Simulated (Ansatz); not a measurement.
**How far is PAW off for MgI2?**

```
Mg I
1.0
     4.15370    0.00000    0.00000
    -2.07685    3.59721    0.00000
     0.00000    0.00000    6.86200
Mg I
1 2
Cartesian
  0.0000 0.0000 0.0000
  0.0000 2.3981 5.1989
  2.0769 1.1991 1.6631
```

Atoms are numbered in the order listed.

The structure is an experimental refinement, used without relaxation.

Spin–orbit coupling is left out, though it moves levels of the heavy atoms by tenths of an eV or more.

Levels of theory: DFT, PBEsol, PAW with Ansatz's default frozen-core files, scalar-relativistic (Ansatz 0.2.0); DFT, PBEsol, all-electron PAW with datasets made for the crystal, scalar-relativistic (Ansatz 0.2.0); DFT, PBEsol, all-electron LAPW, scalar-relativistic (Ansatz 0.2.0).

For PAW: a Γ-centred 7×7×4 k mesh, Fermi–Dirac smearing of 0.03 eV, cutoff 420 eV, no spin polarisation; the PAW files were made with PBE, and the program remakes their frozen cores for this functional. The crystal-made all-electron datasets (AE datasets) take a cutoff of 260 eV at this cell. LAPW targets a basis error of 1 meV/atom. The Ansatz runs share mesh, smearing and spin set-up. Plane-wave (PAW) pressures include the program's estimate of the Pulay term.

Stress and pressure are positive in compression.

No spin–orbit coupling: at heavy atoms the gradients can be off by tens of per cent for that reason.

Levels count from the top of the valence band.

```json
{"quantity": "pressure (GPa)", "PAW": "-0.19", "AE datasets": "-0.19", "LAPW": "-0.19"}
{"quantity": "stress xx (GPa)", "PAW": "-0.32", "AE datasets": "-0.32", "LAPW": "-0.32"}
{"quantity": "stress zz (GPa)", "PAW": "0.07", "AE datasets": "0.07", "LAPW": "0.07"}
{"quantity": "force on I2, z (eV/Å)", "PAW": "0.034", "AE datasets": "0.036", "LAPW": "0.036"}
{"quantity": "band gap (eV)", "PAW": "3.477", "AE datasets": "3.478", "LAPW": "3.478"}
{"quantity": "highest filled level at A (eV)", "PAW": "-0.194", "AE datasets": "-0.193", "LAPW": "-0.193"}
{"quantity": "lowest empty level at A (eV)", "PAW": "4.568", "AE datasets": "4.570", "LAPW": "4.569"}
{"quantity": "highest filled level at Γ (eV)", "PAW": "0.000", "AE datasets": "0.000", "LAPW": "0.000"}
{"quantity": "lowest empty level at Γ (eV)", "PAW": "3.579", "AE datasets": "3.580", "LAPW": "3.580"}
{"quantity": "highest filled level at K (eV)", "PAW": "-1.260", "AE datasets": "-1.260", "LAPW": "-1.260"}
{"quantity": "lowest empty level at K (eV)", "PAW": "3.850", "AE datasets": "3.852", "LAPW": "3.851"}
{"quantity": "largest principal field gradient Vzz at I2 (10²¹ V/m²)", "PAW": "-5.04", "AE datasets": "-5.05", "LAPW": "–"}
```

PAW's pressure differs from the LAPW value by about 0.01 GPa or less.
